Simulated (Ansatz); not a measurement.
# TaC: pressure against volume per atom

Results calculated with Ansatz 0.2.0, not measured. Periodic Kohn-Sham DFT of a crystal at fixed atoms; pressure and stress are positive in compression; the energy is the free energy less that of spherical unpolarised free atoms; site moments are those in the method's own spheres, positive along +z.

Cell of the first row (space group Fm-3m, No. 225):
```
TaC
1.0
      0.0000     2.1999     2.1999
      2.1999     0.0000     2.1999
      2.1999     2.1999     0.0000
Ta C
1 1
Direct
  0.00000 0.00000 0.00000
  0.50000 0.50000 0.50000
```

Settings of every row: method frozen-core PAW; functional PBE; relativity scalar; k mesh 14x14x14; filling fermi-dirac; smearing width 0.03 eV; wave cutoff 420 eV; paw set soft_2.

Atom start moment: 0 on all atoms.

Limits: no spin-orbit coupling on heavy atoms.

| row | volume per atom (Å³) | pressure (GPa) |
| --- | --- | --- |
| 1 | 10.647 | 18.496 |
| 2 | 10.927 | ? |
| 3 | 11.207 | 0.001 |
| 4 | 11.487 | -7.595 |
| 5 | 11.767 | -14.266 |

Question: what pressure should row 2 give?

Worked fit of pressure. Take u = (V_r/V)^(2/3) − 1 with V_r = 11.347 Å³ an atom, which is twice the finite (Eulerian) strain; such expansions in the strain, on which the Birch-Murnaghan equation of state is built, carry the rest volume and the bulk modulus. The shown rows have u = 0.04336, 0.00831, -0.00814, -0.02394. Least squares give pressure = −3.9227 + 462.21 × u + 1264.08 × u² GPa; a straight line predicts inner rows, each left out in turn, worse (root mean square 0.87 against 0.013 GPa). The rows lie off it by 0.001, -0.005, 0.006, -0.002 (root mean square 0.0041 GPa). The pressure vanishes at u = 0.0083, or V = 11.21 Å³ an atom, and there the bulk modulus at fixed shape and fractions is B = −V dP/dV = (2/3)(1 + u) dP/du = 325 GPa. The withheld row has u = 0.02546, so the fit gives −3.9227 + 462.21 × (0.02546) + 1264.08 × (0.02546)² = 8.665 GPa.

The calculation gave 8.648 GPa. The fit lies 0.017 GPa (0.052 % of the column's range) above it; its largest miss of a shown row is 0.006 GPa.
